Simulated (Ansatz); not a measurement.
# TaS2 (CdI2 type): how the settings move a single-point run

How sensitive is a single-point run of TaS2 (CdI2 type) to its settings? A reference run comes first, then one run with altered input.

Program: Ansatz 0.2.0. Level of theory: reference: DFT, PBE, all-electron LAPW, scalar-relativistic. These are calculated values, not measurements.

### 1 The structure to begin with

The structure is trigonal, space group P-3m1 (No. 164). The conventional cell has a = 3.379 Å, b = 3.379 Å, c = 6.785 Å, α = 90.00°, β = 90.00°, γ = 120.00°. Around Ta (site symmetry -3m) lie 6 S at 2.48 Å. S (site symmetry 3m) is surrounded by 3 Ta at 2.48 Å.

Structure file:

```cif
data_structure
_symmetry_space_group_name_H-M 'P 1'
_symmetry_Int_Tables_number 1
_cell_length_a 3.3795
_cell_length_b 3.3795
_cell_length_c 6.7853
_cell_angle_alpha 90.000
_cell_angle_beta 90.000
_cell_angle_gamma 120.000
_cell_volume 67.11
loop_
_atom_site_label
_atom_site_type_symbol
_atom_site_fract_x
_atom_site_fract_y
_atom_site_fract_z
_atom_site_occupancy
Ta1 Ta 0.00000 0.00000 0.00000 1
S1 S 0.33333 0.66667 0.22581 1
S2 S 0.66667 0.33333 0.77419 1
```

### 2 Reference

input.yaml

```yaml
crystal:
  lattice:
    - [3.379476794, 0.0, 0.0]
    - [-1.689738397, 2.9267127552, 0.0]
    - [0.0, 0.0, 6.7852631389]
  atoms:
    - { symbol: Ta, position: [0.0, 0.0, 0.0] }
    - { symbol: S, position: [0.3333333333, 0.6666666667, 0.2258086493] }
    - { symbol: S, position: [0.6666666667, 0.3333333333, 0.7741913507] }
kpoints:
  mp_grid: { grid: [12, 12, 7] }
  band_path:
    path:
      - [0.0, 0.0, 0.0]
      - [0.5, 0.0, 0.0]
      - [0.3333333333, 0.3333333333, 0.0]
      - [0.0, 0.0, 0.0]
      - [0.0, 0.0, 0.5]
      - [0.5, 0.0, 0.5]
      - [0.3333333333, 0.3333333333, 0.5]
      - [0.0, 0.0, 0.5]
      - [0.5, 0.0, 0.5]
    npoints: 8
scf:
  occupations: { method: fermi_dirac, width: 0.08 }
hamiltonian:
  xc: pbe
  pseudopotentials: { kind: all_electron, lapw: { basis_error: 0.001 } }
output:
  forces: true
  stress: true
  eigenvalues: true
  populations: true
  dos: { projected: true, de: 0.2, e_range: [-14, 8] }
```

Command:

```
$ ansatz run input.yaml --threads 1 --pin off --max-ram 3072MiB --backend cpu --events-out ev --progress --plain --runs-dir out
```

### 3 Changed: preconditioner local_kerker, dispersion d4

Changes to input.yaml since step 2:

```diff
@@ -25,2 +25,3 @@
   occupations: { method: fermi_dirac, width: 0.08 }
+  mixing: { preconditioner: local_kerker }
 hamiltonian:
@@ -28,2 +29,3 @@
   pseudopotentials: { kind: all_electron, lapw: { basis_error: 0.001 } }
+  dispersion: d4
 output:
@@ -33,2 +35 @@
   populations: true
-  dos: { projected: true, de: 0.2, e_range: [-14, 8] }
```

**Question.** What will these runs give? Wanted: for each run, ending; energy change; pressure; gap; force.

**Answer**, as computed:

| run | ending | energy change | pressure (GPa) | gap (eV) | force (eV/Å) | cycles | time |
| --- | --- | --- | --- | --- | --- | --- | --- |
| reference | converged | 0 | 0.1 | 0.00 | 0.00 | 8 | 40 s |
| 1: preconditioner local_kerker, dispersion d4 | converged | -282.8 meV/atom (offset of the dispersion model) | -1.9 | 0.00 | 0.02 | 9 | 40 s |

Times don't compare one to one where runs were asked for different outputs or read a saved state (see the inputs); cycles may leave out searches for a lower state.

Residual by cycle in the longest SCF loop of each run; runs are numbered as in the table. The quantity is the density residual dr2, in eV.

| cycle | reference | run 1 |
| --- | --- | --- |
| 1 | 1.53 | 1.53 |
| 2 | 0.329 | 0.409 |
| 3 | 0.0254 | 0.151 |
| 4 | 0.00599 | 0.0269 |
| 5 | 3.6e-4 | 0.00285 |
| 6 | 1.5e-5 | 5.8e-4 |
| 7 | 4.7e-7 | 3.8e-5 |
| 8 | 5.4e-9 | 5.8e-6 |
| 9 | - | 5.6e-8 |

The energy moves by -282.8 meV/atom, nearly all of it the dispersion term itself (-282.8 meV/atom); that offset belongs to the model and is no gain or loss of stability; the pressure goes from 0.1 to -1.9 GPa.
